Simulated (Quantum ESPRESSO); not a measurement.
# PbS (Galena) (Fm-3m) in Quantum ESPRESSO: a series of runs, part 2 of 4

Quantum ESPRESSO 7.5. Earlier steps stand in the parts before.

**3. Phonons, PBE**

Input file pw.in:

```
&CONTROL
  calculation = 'scf'
  prefix = 'pwscf'
  outdir = './tmp'
  pseudo_dir = './pseudo'
  tprnfor = .true.
  tstress = .true.
  disk_io = 'low'
/
&SYSTEM
  ibrav = 0
  nat = 2
  ntyp = 2
  ecutwfc = 56
  nbnd = 16
  occupations = 'smearing'
  smearing = 'fd'
  degauss = 0.00367493
/
&ELECTRONS
  conv_thr = 4d-10
  electron_maxstep = 120
  mixing_beta = 0.5
/
ATOMIC_SPECIES
Pb   207.2000 Pb_ONCV_PBE-1.2.upf
S     32.0600 S_ONCV_PBE-1.2.upf
CELL_PARAMETERS angstrom
   0.0000000000    2.9657500000    2.9657500000
   2.9657500000    0.0000000000    2.9657500000
   2.9657500000    2.9657500000    0.0000000000
ATOMIC_POSITIONS crystal
Pb     0.0000000000    0.0000000000    0.0000000000
S      0.5000000000    0.5000000000    0.5000000000
K_POINTS automatic
6 6 6 1 1 1
```

Input file gamma.in:

```
&CONTROL
  calculation = 'bands'
  prefix = 'pwscf'
  outdir = './tmp'
  pseudo_dir = './pseudo'
  disk_io = 'low'
  verbosity = 'high'
/
&SYSTEM
  ibrav = 0
  nat = 2
  ntyp = 2
  ecutwfc = 56
  nbnd = 16
  occupations = 'smearing'
  smearing = 'fd'
  degauss = 0.00367493
/
&ELECTRONS
  conv_thr = 1d-08
  electron_maxstep = 120
  mixing_beta = 0.5
  diago_full_acc = .true.
  startingwfc = 'random'
/
ATOMIC_SPECIES
Pb   207.2000 Pb_ONCV_PBE-1.2.upf
S     32.0600 S_ONCV_PBE-1.2.upf
CELL_PARAMETERS angstrom
   0.0000000000    2.9657500000    2.9657500000
   2.9657500000    0.0000000000    2.9657500000
   2.9657500000    2.9657500000    0.0000000000
ATOMIC_POSITIONS crystal
Pb     0.0000000000    0.0000000000    0.0000000000
S      0.5000000000    0.5000000000    0.5000000000
K_POINTS crystal
1
0.0 0.0 0.0 1
```

Input file scf2.in:

```
&CONTROL
  calculation = 'scf'
  prefix = 'pwscf'
  outdir = './tmp'
  pseudo_dir = './pseudo'
  tprnfor = .true.
  tstress = .true.
  disk_io = 'low'
/
&SYSTEM
  ibrav = 0
  nat = 2
  ntyp = 2
  ecutwfc = 56
  nbnd = 16
  occupations = 'fixed'
/
&ELECTRONS
  conv_thr = 1d-13
  electron_maxstep = 120
  mixing_beta = 0.5
  startingpot = 'file'
/
ATOMIC_SPECIES
Pb   207.2000 Pb_ONCV_PBE-1.2.upf
S     32.0600 S_ONCV_PBE-1.2.upf
CELL_PARAMETERS angstrom
   0.0000000000    2.9657500000    2.9657500000
   2.9657500000    0.0000000000    2.9657500000
   2.9657500000    2.9657500000    0.0000000000
ATOMIC_POSITIONS crystal
Pb     0.0000000000    0.0000000000    0.0000000000
S      0.5000000000    0.5000000000    0.5000000000
K_POINTS automatic
6 6 6 1 1 1
```

Input file ph.in:

```
phonons of PbS
&INPUTPH
  prefix = 'pwscf'
  outdir = './tmp'
  tr2_ph = 1d-18
  fildyn = 'dyn'
  niter_ph = 90
  alpha_mix(1) = 0.7
  epsil = .true.
/
0.0000000000 0.0000000000 0.0000000000
```

Input file dynmat.in:

```
&INPUT
  fildyn = 'dyn'
  asr = 'crystal'
  lperm = .true.
  filout = 'dynmat.disp'
  fileig = 'dynmat.eig'
/
```

Input file dynmat_lo.in:

```
&INPUT
  fildyn = 'dyn'
  asr = 'crystal'
  filout = 'dynmat_lo.disp'
  fileig = 'dynmat_lo.eig'
  q(1) = 0
  q(2) = 0
  q(3) = 1
/
```

Potentials or basis: SG15 PBE 1.2.

Run with:

```sh
$ OMP_NUM_THREADS=1 mpirun -n 4 pw.x -nk 4 -in pw.in > pw.out
$ OMP_NUM_THREADS=1 mpirun -n 4 pw.x -in gamma.in > gamma.out
$ OMP_NUM_THREADS=1 mpirun -n 4 pw.x -nk 4 -in scf2.in > scf2.out
$ OMP_NUM_THREADS=1 mpirun -n 4 ph.x -nk 4 -in ph.in > ph.out
$ OMP_NUM_THREADS=1 mpirun -n 1 dynmat.x -in dynmat.in > dynmat.out
$ OMP_NUM_THREADS=1 mpirun -n 1 dynmat.x -in dynmat_lo.in > dynmat_lo.out
```

pw.out:

```text
This program is part of the open-source Quantum ESPRESSO suite
     for quantum simulation of materials; please cite
[... 6 lines left out ...]
     using ibrav=0 with symmetry is DISCOURAGED, use correct ibrav instead

     K-points division:     npool     =       4
     Subspace diagonalization in iterative solution of the eigenvalue problem:
     a serial algorithm will be used

     G-vector sticks info
     --------------------
     sticks:   dense  smooth     PW     G-vecs:    dense   smooth      PW
     Sum         955     955    301                19891    19891    3383

     Using Slab Decomposition

     bravais-lattice index     =            0
     lattice parameter (alat)  =       7.9259  a.u.
     unit-cell volume          =     352.0710 (a.u.)^3
     number of atoms/cell      =            2
     number of atomic types    =            2
     number of electrons       =        20.00
     number of Kohn-Sham states=           16
     kinetic-energy cutoff     =      56.0000  Ry
     charge density cutoff     =     224.0000  Ry
     scf convergence threshold =      4.0E-10
     mixing beta               =       0.5000
     number of iterations used =            8  plain     mixing
     Exchange-correlation= PBE
                           (   1   4   3   4   0   0   0)

     celldm(1)=   7.925897  celldm(2)=   0.000000  celldm(3)=   0.000000
     celldm(4)=   0.000000  celldm(5)=   0.000000  celldm(6)=   0.000000

     crystal axes: (cart. coord. in units of alat)
               a(1) = (   0.000000   0.707107   0.707107 )
               a(2) = (   0.707107   0.000000   0.707107 )
               a(3) = (   0.707107   0.707107   0.000000 )

     reciprocal axes: (cart. coord. in units 2 pi/alat)
               b(1) = ( -0.707107  0.707107  0.707107 )
               b(2) = (  0.707107 -0.707107  0.707107 )
               b(3) = (  0.707107  0.707107 -0.707107 )

     PseudoPot. # 1 for Pb read from file:
     Pb_ONCV_PBE-1.2.upf
     Pseudo is Norm-conserving, Zval = 14.0
     Generated using ONCVPSP code by D. R. Hamann
     Using radial grid of  602 points,  8 beta functions with:
                l(1) =   0
                l(2) =   0
                l(3) =   1
                l(4) =   1
                l(5) =   2
                l(6) =   2
                l(7) =   3
                l(8) =   3

     PseudoPot. # 2 for S  read from file:
     S_ONCV_PBE-1.2.upf
     Pseudo is Norm-conserving, Zval =  6.0
     Generated using ONCVPSP code by D. R. Hamann
     Using radial grid of  602 points,  4 beta functions with:
                l(1) =   0
                l(2) =   0
                l(3) =   1
                l(4) =   1

     atomic species   valence    mass     pseudopotential
     Pb               14.00   207.20000     Pb( 1.00)
     S                 6.00    32.06000     S ( 1.00)

     48 Sym. Ops., with inversion, found

   Cartesian axes

     site n.     atom                  positions (alat units)
         1        Pb     tau(   1) = (   0.0000000   0.0000000   0.0000000  )
         2        S      tau(   2) = (   0.7071068   0.7071068   0.7071068  )

     number of k points=    28  Fermi-Dirac smearing, width (Ry)=  0.0037
                       cart. coord. in units 2pi/alat
        k(    1) = (   0.0589256   0.0589256   0.0589256), wk =   0.0185185
        k(    2) = (   0.1767767   0.1767767  -0.0589256), wk =   0.0555556
        k(    3) = (   0.2946278   0.2946278  -0.1767767), wk =   0.0555556
        k(    4) = (  -0.2946278  -0.2946278   0.4124790), wk =   0.0555556
        k(    5) = (  -0.1767767  -0.1767767   0.2946278), wk =   0.0555556
        k(    6) = (  -0.0589256  -0.0589256   0.1767767), wk =   0.0555556
[... 20 lines left out ...]
        k(   27) = (   0.2946278   0.2946278   0.2946278), wk =   0.0185185
        k(   28) = (  -0.2946278  -0.2946278   0.8838835), wk =   0.0555556

     Dense  grid:    19891 G-vectors     FFT dimensions: (  40,  40,  40)

     Initial potential from superposition of free atoms

     starting charge      19.8876, renormalised to      20.0000
     Starting wfcs are random

     Self-consistent Calculation

     iteration #  1     ecut=    56.00 Ry     beta= 0.50
     Davidson diagonalization with overlap
     ethr =  1.00E-02,  avg # of iterations =  8.6

     Threshold (ethr) on eigenvalues was too large:
     Diagonalizing with lowered threshold

     Davidson diagonalization with overlap
     ethr =  6.92E-04,  avg # of iterations =  1.7

     total energy              =    -133.38390191 Ry
     estimated scf accuracy    <       0.13582174 Ry
[... 57 lines left out ...]
     iteration # 10     ecut=    56.00 Ry     beta= 0.50
     Davidson diagonalization with overlap
     ethr =  2.03E-12,  avg # of iterations =  2.0

     End of self-consistent calculation

          k = 0.0589 0.0589 0.0589 (  2514 PWs)   bands (ev):

    -7.5913  -7.5898  -7.5898  -7.5733  -7.5733  -4.2895   2.9937   7.0945
     7.0945   7.2388  13.7918  14.0539  14.0539  15.9885  16.1875  16.1875
[... 73 lines left out ...]
    -7.7177  -7.6139  -7.5498  -7.5341  -7.5327  -2.7121   1.8730   4.2579
     5.8845   5.9624  13.1844  14.5547  14.6511  14.8799  20.6218  21.1318

          k =-0.5303 0.1768-0.0589 (  2486 PWs)   bands (ev):

    -7.6758  -7.6011  -7.5673  -7.5465  -7.5392  -2.9351   1.3792   5.3701
     5.8118   7.0179  12.5659  13.4767  13.7113  15.3937  19.9682  20.4620

          k =-0.4125 0.0589 0.0589 (  2487 PWs)   bands (ev):
[... 51 lines left out ...]
    -7.6273  -7.5947  -7.5810  -7.5552  -7.5446  -2.9797   0.6343   6.0584
     7.1382   8.1636  10.7189  11.7794  12.9373  17.4747  18.6322  18.8204

     the Fermi energy is     9.4680 ev

!    total energy              =    -133.42574620 Ry
     estimated scf accuracy    <          9.1E-11 Ry
     smearing contrib. (-TS)   =      -0.00000005 Ry
     internal energy E=F+TS    =    -133.42574616 Ry

     The total energy is F=E-TS. E is the sum of the following terms:
     one-electron contribution =     -28.51152152 Ry
     hartree contribution      =      24.85018006 Ry
     xc contribution           =     -18.53476061 Ry
     ewald contribution        =    -111.22964409 Ry

     convergence has been achieved in  10 iterations

     Forces acting on atoms (cartesian axes, Ry/au):

     atom    1 type  1   force =    -0.00000000    0.00000000   -0.00000000
     atom    2 type  2   force =     0.00000000    0.00000000    0.00000000

     Total force =     0.000000     Total SCF correction =     0.000000

     Computing stress (Cartesian axis) and pressure

          total   stress  (Ry/bohr**3)                   (kbar)     P=       22.31
   0.00015169   0.00000000   0.00000000           22.31        0.00        0.00
   0.00000000   0.00015169   0.00000000            0.00       22.31        0.00
   0.00000000  -0.00000000   0.00015169            0.00       -0.00       22.31

=------------------------------------------------------------------------------=
   JOB DONE.
=------------------------------------------------------------------------------=
```

gamma.out:

```text
This program is part of the open-source Quantum ESPRESSO suite
     for quantum simulation of materials; please cite
         "P. Giannozzi et al., J. Phys.:Condens. Matter 21 395502 (2009);
         "P. Giannozzi et al., J. Phys.:Condens. Matter 29 465901 (2017);
         "P. Giannozzi et al., J. Chem. Phys. 152 154105 (2020);
     in publications or presentations arising from this work. More details at
[... 589 lines left out ...]

    -7.5917  -7.5917  -7.5917  -7.5725  -7.5725  -4.3492   3.2073   7.0758
     7.0758   7.0758  14.4523  14.4523  14.4523  16.0059  16.0059  16.0059

=------------------------------------------------------------------------------=
   JOB DONE.
=------------------------------------------------------------------------------=
```

Wall time 2.2 min (4 MPI ranks of Intel Xeon Platinum 8259CL at 2.50GHz (Skylake/Cascade Lake), shared host); peak memory 0.36 GiB.

Results:

| Quantity | Value |
| --- | --- |
| Free energy | -1815.3498 eV |
| Pressure after relaxing | 2.2 GPa |
| Electronic dielectric tensor (diagonal) | 15.59 |
| Born charges (mean of the diagonal) | Pb +4.46; S -4.43 e |
| Highest phonon frequency at Γ, LO-TO splitting left out | 82 cm⁻¹ |
| Static dielectric tensor (diagonal) | 116.20 |

Phonon frequencies in cm⁻¹ (negative: imaginary):
| q point | frequencies |
| --- | --- |
| (0.000, 0.000, 0.000) | 9 9 9 82 82 82 |

Electronic dielectric tensor:
```
15.59  0.00  0.00
 0.00 15.59  0.00
 0.00  0.00 15.59
```

Born effective charge tensors (e):
atom 1, Pb
```
4.46 0.00 0.00
0.00 4.46 0.00
0.00 0.00 4.46
```
atom 2, S
```
-4.43  0.00  0.00
 0.00 -4.43  0.00
 0.00  0.00 -4.43
```

Optical modes at Γ, degenerate ones joined, polar ones without the macroscopic field:
```tsv
cm⁻¹	components	symmetry	active in	IR intensity, summed ((D/Å)²/amu)
82	3	T1u	IR	49.28
```

Zone-centre frequencies without and with the macroscopic field along z (cm⁻¹):
|  | optical modes in rising order |
| --- | --- |
| without | 82 82 82 |
| with the field | 82 82 223 |

Static dielectric tensor, electrons and zone-centre modes:
```
116.20   0.00   0.00
  0.00 116.20   0.00
  0.00   0.00 116.20
```

Spin-orbit coupling is left out, which matters for the levels of Pb.

**4. Phonons, PBE**

pw.in, as its differences from that of step 3:

```diff
@@ -13,3 +13,4 @@
   ntyp = 2
-  ecutwfc = 56
+  ecutwfc = 45
+  ecutrho = 360
   nbnd = 16
@@ -25,4 +26,4 @@
 ATOMIC_SPECIES
-Pb   207.2000 Pb_ONCV_PBE-1.2.upf
-S     32.0600 S_ONCV_PBE-1.2.upf
+Pb   207.2000 pb_pbe_v1.uspp.F.UPF
+S     32.0600 s_pbe_v1.4.uspp.F.UPF
 CELL_PARAMETERS angstrom
```

gamma.in, as its differences from that of step 3:

```diff
@@ -12,3 +12,4 @@
   ntyp = 2
-  ecutwfc = 56
+  ecutwfc = 45
+  ecutrho = 360
   nbnd = 16
@@ -26,4 +27,4 @@
 ATOMIC_SPECIES
-Pb   207.2000 Pb_ONCV_PBE-1.2.upf
-S     32.0600 S_ONCV_PBE-1.2.upf
+Pb   207.2000 pb_pbe_v1.uspp.F.UPF
+S     32.0600 s_pbe_v1.4.uspp.F.UPF
 CELL_PARAMETERS angstrom
```

scf2.in, as its differences from that of step 3:

```diff
@@ -13,3 +13,4 @@
   ntyp = 2
-  ecutwfc = 56
+  ecutwfc = 45
+  ecutrho = 360
   nbnd = 16
@@ -24,4 +25,4 @@
 ATOMIC_SPECIES
-Pb   207.2000 Pb_ONCV_PBE-1.2.upf
-S     32.0600 S_ONCV_PBE-1.2.upf
+Pb   207.2000 pb_pbe_v1.uspp.F.UPF
+S     32.0600 s_pbe_v1.4.uspp.F.UPF
 CELL_PARAMETERS angstrom
```

ph.in is that of step 3.

dynmat.in is that of step 3.

dynmat_lo.in is that of step 3.

Potentials or basis: GBRV 1.5 PBE.

Run with:

```sh
$ OMP_NUM_THREADS=1 mpirun -n 4 pw.x -nk 4 -in pw.in > pw.out
$ OMP_NUM_THREADS=1 mpirun -n 4 pw.x -in gamma.in > gamma.out
$ OMP_NUM_THREADS=1 mpirun -n 4 pw.x -nk 4 -in scf2.in > scf2.out
$ OMP_NUM_THREADS=1 mpirun -n 4 ph.x -nk 4 -in ph.in > ph.out
$ OMP_NUM_THREADS=1 mpirun -n 1 dynmat.x -in dynmat.in > dynmat.out
$ OMP_NUM_THREADS=1 mpirun -n 1 dynmat.x -in dynmat_lo.in > dynmat_lo.out
```

pw.out:

```text
This program is part of the open-source Quantum ESPRESSO suite
     for quantum simulation of materials; please cite
[... 6 lines left out ...]
     using ibrav=0 with symmetry is DISCOURAGED, use correct ibrav instead

     K-points division:     npool     =       4
     Subspace diagonalization in iterative solution of the eigenvalue problem:
     a serial algorithm will be used

     G-vector sticks info
     --------------------
     sticks:   dense  smooth     PW     G-vecs:    dense   smooth      PW
     Sum        1555     769    241                40677    14331    2445

     Using Slab Decomposition

     bravais-lattice index     =            0
     lattice parameter (alat)  =       7.9259  a.u.
     unit-cell volume          =     352.0710 (a.u.)^3
     number of atoms/cell      =            2
     number of atomic types    =            2
[... 277 lines left out ...]
          k =-0.5303 0.1768-0.0589 (  1791 PWs)   bands (ev):

    -8.2860  -8.2097  -8.1771  -8.1552  -8.1479  -3.5488   0.7607   4.7538
     5.1955   6.4004  11.9453  12.8457  13.0873  14.7626  16.9852  19.2838

          k =-0.4125 0.0589 0.0589 (  1792 PWs)   bands (ev):
[... 51 lines left out ...]
    -8.2373  -8.2046  -8.1897  -8.1640  -8.1535  -3.5933   0.0159   5.4420
     6.5212   7.5440  10.1004  11.1523  12.3108  16.8131  17.0038  17.9875

     the Fermi energy is     8.8494 ev

!    total energy              =    -188.33505606 Ry
     estimated scf accuracy    <          7.0E-11 Ry
     smearing contrib. (-TS)   =      -0.00000005 Ry
     internal energy E=F+TS    =    -188.33505602 Ry

     The total energy is F=E-TS. E is the sum of the following terms:
     one-electron contribution =     -36.79081812 Ry
     hartree contribution      =      31.52492457 Ry
     xc contribution           =     -71.83951842 Ry
     ewald contribution        =    -111.22964404 Ry

     convergence has been achieved in   9 iterations

     negative rho (up, down):  1.473E-02 0.000E+00

     Forces acting on atoms (cartesian axes, Ry/au):

     atom    1 type  1   force =     0.00000000    0.00000000    0.00000000
     atom    2 type  2   force =     0.00000000    0.00000000    0.00000000

     Total force =     0.000000     Total SCF correction =     0.000000

     Computing stress (Cartesian axis) and pressure

     negative rho (up, down):  1.473E-02 0.000E+00
          total   stress  (Ry/bohr**3)                   (kbar)     P=       20.39
   0.00013859   0.00000000   0.00000000           20.39        0.00        0.00
   0.00000000   0.00013859  -0.00000000            0.00       20.39       -0.00
   0.00000000   0.00000000   0.00013859            0.00        0.00       20.39

=------------------------------------------------------------------------------=
   JOB DONE.
=------------------------------------------------------------------------------=
```

scf2.out:

```text
This program is part of the open-source Quantum ESPRESSO suite
     for quantum simulation of materials; please cite
[... 6 lines left out ...]
     using ibrav=0 with symmetry is DISCOURAGED, use correct ibrav instead

     K-points division:     npool     =       4
[... 402 lines left out ...]
   0.00013867   0.00000000  -0.00000000           20.40        0.00       -0.00
   0.00000000   0.00013867  -0.00000000            0.00       20.40       -0.00
  -0.00000000  -0.00000000   0.00013867           -0.00       -0.00       20.40

=------------------------------------------------------------------------------=
   JOB DONE.
=------------------------------------------------------------------------------=
```

It took 3.3 min on 4 MPI ranks of Intel Xeon Platinum 8259CL at 2.50GHz (Skylake/Cascade Lake), shared host; peak memory 0.52 GiB.

What came out:

- Free energy: -2562.4290 eV
- Pressure after relaxing: 2.0 GPa
- Electronic dielectric tensor (diagonal): 15.70
- Born charges (mean of the diagonal): Pb +4.50; S -4.47 e
- Highest phonon frequency at Γ, LO-TO splitting left out: 74 cm⁻¹
- Static dielectric tensor (diagonal): 140.40

Phonon frequencies in cm⁻¹ (negative: imaginary):
```tsv
q point	frequencies
(0.000, 0.000, 0.000)	-2 -2 -2 74 74 74
```

Electronic dielectric tensor:
```
15.70  0.00  0.00
 0.00 15.70  0.00
 0.00  0.00 15.70
```

Born effective charge tensors (e):
atom 1, Pb
```
4.50 0.00 0.00
0.00 4.50 0.00
0.00 0.00 4.50
```
atom 2, S
```
-4.47  0.00  0.00
 0.00 -4.47  0.00
 0.00  0.00 -4.47
```

Optical modes at Γ, degenerate ones joined, polar ones without the macroscopic field:
```tsv
cm⁻¹	components	symmetry	active in	IR intensity, summed ((D/Å)²/amu)
74	3	T1u	IR	50.17
```

Zone-centre frequencies without and with the macroscopic field along z (cm⁻¹):
```tsv
	optical modes in rising order
without	74 74 74
with the field	74 74 221
```

Static dielectric tensor, electrons and zone-centre modes:
```
140.40   0.00   0.00
  0.00 140.40   0.00
  0.00   0.00 140.40
```

The run has no spin-orbit coupling, so splittings on Pb are missing.

(Continued in part 3 of 4.)
